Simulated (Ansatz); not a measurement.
# LiHF2: the cost of one run

Method: DFT, LDA, PAW with Ansatz's default frozen-core files, scalar-relativistic, in Ansatz 0.2.0.

1 further run of the same task is left out (it didn't finish). Runs told in other sessions of the task aren't counted.

## (1) Starting point

Symmetry: R-3m, No. 166, trigonal system. Conventional cell: a = 2.934 Å, b = 2.934 Å, c = 13.100 Å, α = 90.00°, β = 90.00°, γ = 120.00°. Li (site symmetry -3m) has 6 F at 1.99 Å in its first shell of neighbours. H (site symmetry -3m) has 2 F at 1.14 Å in its first shell of neighbours. F (site symmetry 3m) has 1 H at 1.14 Å in its first shell of neighbours.

As a file:

```cif
data_structure
_symmetry_space_group_name_H-M 'R-3m:H'
_symmetry_Int_Tables_number 166
_cell_length_a 2.9340
_cell_length_b 2.9340
_cell_length_c 13.1001
_cell_angle_alpha 90.000
_cell_angle_beta 90.000
_cell_angle_gamma 120.000
_cell_volume 97.66
loop_
_atom_site_label
_atom_site_type_symbol
_atom_site_symmetry_multiplicity
_atom_site_Wyckoff_symbol
_atom_site_fract_x
_atom_site_fract_y
_atom_site_fract_z
_atom_site_occupancy
Li1 Li 3 a 0.00000 0.00000 0.00000 1
H1 H 3 b 0.66667 0.33333 0.83333 1
F1 F 6 c 0.66667 0.33333 0.74664 1
```

The file gives the conventional cell by its symmetry; the runs use the cell typed in the input.

Atoms are numbered in the order of the input: Li1, H2, F3, F4.

## (2) Shortest bond scaled by 1, PAW

input.yaml

```yaml
crystal:
  lattice:
    - [1.4669835874, 0.8469633691, 4.3666887241]
    - [-1.4669835874, 0.8469633691, 4.3666887241]
    - [0.0, -1.6939267382, 4.3666887241]
  atoms:
    - { symbol: Li, position: [0.0, 0.0, 0.0] }
    - { symbol: H, position: [0.5, 0.5, 0.5] }
    - { symbol: F, position: [0.41330188, 0.41330188, 0.41330188] }
    - { symbol: F, position: [0.58669812, 0.58669812, 0.58669812] }
kpoints:
  mp_grid: { grid: [8, 8, 8] }
scf:
  occupations: { method: fermi_dirac, width: 0.03 }
hamiltonian:
  xc: lda
  pseudopotentials: { kind: paw }
output:
  forces: true
  stress: true
  eigenvalues: true
  populations: true
  write_density: true
  write_potential: true
  elf: true
  volumetric_format: npy
```

Started as:

```
$ ansatz run input.yaml --threads 1 --pin off --max-ram 3072MiB --backend cpu --events-out ev --progress --plain --runs-dir out
```

**Question.** How long does this run take on 1 thread of Arm Neoverse N1, shared host, and how much memory does it need?

About 4.2 s, with a peak of 0.29 GiB.
